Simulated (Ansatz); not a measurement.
CsPbBr3:

```
Pb Cs Br
1.0
     5.87000    0.00000    0.00000
     0.00000    5.87000    0.00000
     0.00000    0.00000    5.87000
Pb Cs Br
1 1 3
Direct
  0.50000 0.50000 0.50000
  0.00000 0.00000 0.00000
  0.50000 0.50000 0.00000
  0.50000 0.00000 0.50000
  0.00000 0.50000 0.50000
```

Measurements of this composition are mostly on another form, of space group No. 62.

| Quantity | Value |
| --- | --- |
| Program | Ansatz 0.2.0 |
| Task | relaxation of cell and atoms |
| Functional | PBEsol |
| Dispersion | D3(BJ) |
| Potentials or basis | Ansatz PAW |
| Cutoff | 420 eV (not typed: the program's choice for these potentials) |
| k mesh | 5 × 5 × 5 |
| Occupations | fermi-dirac, width 0.05 eV |
| Spin | no spin polarisation |

At the start: volume 40.45 Å³/atom.

Question: How do energy, volume and symmetry change on relaxing?

Answer: It ends after 4 steps and the volume is 38.77 Å³/atom (-4.2 %); space group Pm-3m (No. 221, to 0.05 Å).

The path:
| step | energy change (eV) | largest force (eV/Å) | volume (Å³) |
| --- | --- | --- | --- |
| 1 | 0.0000 | 0.0000 | 202.26 |
| 2 | -0.0193 | 0.0000 | 197.54 |
| 3 | -0.0238 | 0.0000 | 193.84 |
| 4 | -0.0232 | 0.0000 | 193.84 |

Final structure:
```
CELL_PARAMETERS angstrom
5.78740 0.00000 0.00000
0.00000 5.78740 0.00000
0.00000 0.00000 5.78740
ATOMIC_POSITIONS crystal
Pb 0.50000 0.50000 0.50000
Cs 0.00000 0.00000 0.00000
Br 0.50000 0.50000 0.00000
Br 0.50000 0.00000 0.50000
Br 0.00000 0.50000 0.50000
```

Caveat: the plane-wave basis is chosen anew once the cell has moved, so the energies of steps on either side of that aren't comparable; the PAW data sets come from PBE, with cores solved anew for the run's functional, which leaves a small shift of forces and pressure.
